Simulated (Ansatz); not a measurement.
Runs of Ansatz 0.2.0 on SnSe. The structure is cubic, space group Fm-3m (No. 225). Conventional cell: a = 6.020 Å, b = 6.020 Å, c = 6.020 Å, α = 90.00°, β = 90.00°, γ = 90.00°. Around Sn (site symmetry m-3m) lie 6 Se at 3.01 Å. Se (site symmetry m-3m) has 6 Sn at 3.01 Å as nearest neighbours. Measurements of this composition are mostly on another form, of space group No. 62.

```tsv
level	cutoff (eV)	share of exact exchange	gap on the mesh (eV)	pressure (GPa)
PBE with a typed share of exact exchange	270	0.4	1.09	-2.5
PBE0	270	0.25	0.92	(c)
PBE with a typed share of exact exchange	270	0.1	(b)	-1.0
PBE	240	-	(a)	-0.4
```

Alike in all rows: task single point; potentials or basis all-electron PAW datasets made for the crystal; no spin polarisation; cell as given; k mesh 4 × 4 × 4; smearing fermi-dirac 0.05 eV; the mesh is coarse, so values aren't converged.

Question: Fill in the values left out.

Answer: (a) 0.57; (b) 0.72; (c) -1.8.

Caveats: all runs use coarse meshes; spin-orbit coupling is left out, which moves the levels of the heavy elements; the program warned that the printed levels may be off, so bands, gaps and densities of states are rough (some runs).

A k mesh can miss the band edges, and the runs leave out spin-orbit coupling on Se, Sn.
